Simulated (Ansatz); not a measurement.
Level of theory: DFT, r²SCAN, scalar-relativistic, collinear spin; plane waves to 500 eV with PAW datasets (Ansatz 0.2.0), Γ-centred 12×12×12 mesh, 0.05 eV Gaussian smearing. The datasets are Ansatz's generated set soft_2.

A compound XN has these computed properties.

```yaml
Space_group: F-43m (No. 216)
Conventional_cell: a = 4.733 Å, b = 4.733 Å, c = 4.733 Å, α = 90.00°, β = 90.00°, γ = 90.00°
Volume: 13.25 Å³/atom
Band_gap: zero (metallic)
Density_of_states_at_the_Fermi_level: about 0.6 states/(eV·atom)
Magnetic_state: non-magnetic
Site_spin_moments: none
Bader_charges: X 1.80; N -1.80 e
Formation_energy_from_the_elements_0_K_uncorrected: -0.81 eV/atom
Bulk_modulus_Birch–Murnaghan: 264 GPa
Pressure_derivative_B0′: 4.4
```

Sites: X on 4a, N on 4d.

Problem. Which element is X?
A. Re
B. Lu
C. Hf
D. Ta

Solution. D. X is Ta, so the compound is TaN.

This is a trial structure; measured cells of the compound in the Crystallography Open Database are in space groups P-62m, P6/mmm, P63/mmc.

No spin–orbit coupling, a notable omission for heavy elements.
